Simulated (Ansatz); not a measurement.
# Hf: relativity, spin-orbit coupling and the nucleus

Aim: hold the cell of Hf and change the physics step by step: no relativity; spin-orbit coupling on; point nuclei; inner shells corrected to Dirac's equation.

Computed with Ansatz 0.2.0 (DFT, at the level named in each step, unless a step's input says otherwise).

## 1. The structure to begin with

Symmetry: Im-3m, No. 229, cubic system. Conventional cell: a = 3.610 Å, b = 3.610 Å, c = 3.610 Å, α = 90.00°, β = 90.00°, γ = 90.00°. Hf (site symmetry m-3m) is surrounded by 8 Hf at 3.13 Å.

Structure file:

```cif
data_structure
_symmetry_space_group_name_H-M 'Im-3m'
_symmetry_Int_Tables_number 229
_cell_length_a 3.6100
_cell_length_b 3.6100
_cell_length_c 3.6100
_cell_angle_alpha 90.000
_cell_angle_beta 90.000
_cell_angle_gamma 90.000
_cell_volume 47.05
loop_
_atom_site_label
_atom_site_type_symbol
_atom_site_symmetry_multiplicity
_atom_site_Wyckoff_symbol
_atom_site_fract_x
_atom_site_fract_y
_atom_site_fract_z
_atom_site_occupancy
Hf1 Hf 2 a 0.00000 0.00000 0.00000 1
```

The file gives the conventional cell by its symmetry; the runs use the cell typed in the input.

The geometry is a database entry used as it stands. It may stem from high pressure or temperature, or be incomplete, so it serves as a test cell.

## 2. No relativity, LAPW

Input file input.yaml:

```yaml
crystal:
  lattice:
    - [-1.805, 1.805, 1.805]
    - [1.805, -1.805, 1.805]
    - [1.805, 1.805, -1.805]
  atoms:
    - { symbol: Hf, position: [0.0, 0.0, 0.0] }
kpoints:
  mp_grid: { grid: [16, 16, 16] }
  band_path:
    path:
      - [0.0, 0.0, 0.0]
      - [0.5, -0.5, 0.5]
      - [0.0, 0.0, 0.5]
      - [0.0, 0.0, 0.0]
      - [0.25, 0.25, 0.25]
      - [0.5, -0.5, 0.5]
      - [0.25, 0.25, 0.25]
      - [0.0, 0.0, 0.5]
    npoints: 5
scf:
  occupations: { method: fermi_dirac, width: 0.08 }
hamiltonian:
  xc: pbe
  pseudopotentials:
    kind: all_electron
    lapw: { basis_error: 0.001 }
    relativity: none
output:
  forces: true
  stress: true
  eigenvalues: true
```

Launch:

```
> ansatz run input.yaml --threads 1 --pin off --max-ram 2048MiB --backend cpu --events-out ev --progress --plain --runs-dir out
```

## 3. Spin-orbit coupling on, LAPW

input.yaml: that of step 2 with these lines changed.

```diff
@@ -24,6 +24,3 @@
   xc: pbe
-  pseudopotentials:
-    kind: all_electron
-    lapw: { basis_error: 0.001 }
-    relativity: none
+  pseudopotentials: { kind: all_electron, lapw: { basis_error: 0.001 } }
 output:
@@ -32 +29,4 @@
   eigenvalues: true
+magnetization:
+  noncollinear: true
+  spin_orbit: true
```

## 4. Spin-orbit coupling on, PAW

input.yaml: that of step 3 with these lines changed.

```diff
@@ -24,3 +24,3 @@
   xc: pbe
-  pseudopotentials: { kind: all_electron, lapw: { basis_error: 0.001 } }
+  pseudopotentials: { kind: paw_fr }
 output:
@@ -29,2 +29,7 @@
   eigenvalues: true
+  efg: { contact_densities: true }
+  write_density: true
+  write_potential: true
+  elf: true
+  volumetric_format: npy
 magnetization:
```

## 5. Point nuclei, LAPW

Input file input.yaml:

```yaml
crystal:
  lattice:
    - [-1.805, 1.805, 1.805]
    - [1.805, -1.805, 1.805]
    - [1.805, 1.805, -1.805]
  atoms:
    - { symbol: Hf, position: [0.0, 0.0, 0.0] }
kpoints:
  mp_grid: { grid: [16, 16, 16] }
scf:
  occupations: { method: fermi_dirac, width: 0.08 }
hamiltonian:
  xc: pbe
  pseudopotentials:
    kind: all_electron
    lapw: { basis_error: 0.001 }
    nuclear_model: point
output:
  forces: true
  stress: true
  eigenvalues: true
```

## 6. Point nuclei, crystal datasets

input.yaml: that of step 5 with these lines changed.

```diff
@@ -13,6 +13,3 @@
   xc: pbe
-  pseudopotentials:
-    kind: all_electron
-    lapw: { basis_error: 0.001 }
-    nuclear_model: point
+  pseudopotentials: { kind: all_electron, datasets: crystal, nuclear_model: point }
 output:
@@ -21 +18,2 @@
   eigenvalues: true
+  efg: { contact_densities: true }
```

## 7. Inner shells corrected to Dirac's equation, LAPW

input.yaml: that of step 6 with these lines changed.

```diff
@@ -13,3 +13,6 @@
   xc: pbe
-  pseudopotentials: { kind: all_electron, datasets: crystal, nuclear_model: point }
+  pseudopotentials:
+    kind: all_electron
+    lapw: { basis_error: 0.001 }
+    dirac_shells: { Hf: ["4p", "4d"] }
 output:
@@ -18,2 +21 @@
   eigenvalues: true
-  efg: { contact_densities: true }
```

(Steps that only read results are left out.)

What does the calculation give? Wanted: pressure, no relativity, LAPW; pressure, spin-orbit coupling on, LAPW; pressure, point nuclei, LAPW; pressure, inner shells corrected to Dirac's equation, LAPW.

The runs gave:

| quantity | value |
| --- | --- |
| pressure, no relativity, LAPW | -1.85 GPa |
| pressure, spin-orbit coupling on, LAPW | -4.99 GPa |
| pressure, point nuclei, LAPW | -4.78 GPa |
| pressure, inner shells corrected to Dirac's equation, LAPW | -4.76 GPa |

Going from no relativity to the scalar-relativistic run with point nuclei moves the pressure by -2.93 GPa; the heaviest element has Z = 72. From that run, spin-orbit coupling moves the pressure by -0.21 GPa. With spin-orbit coupling, PAW lies -0.02 GPa from LAPW in pressure.
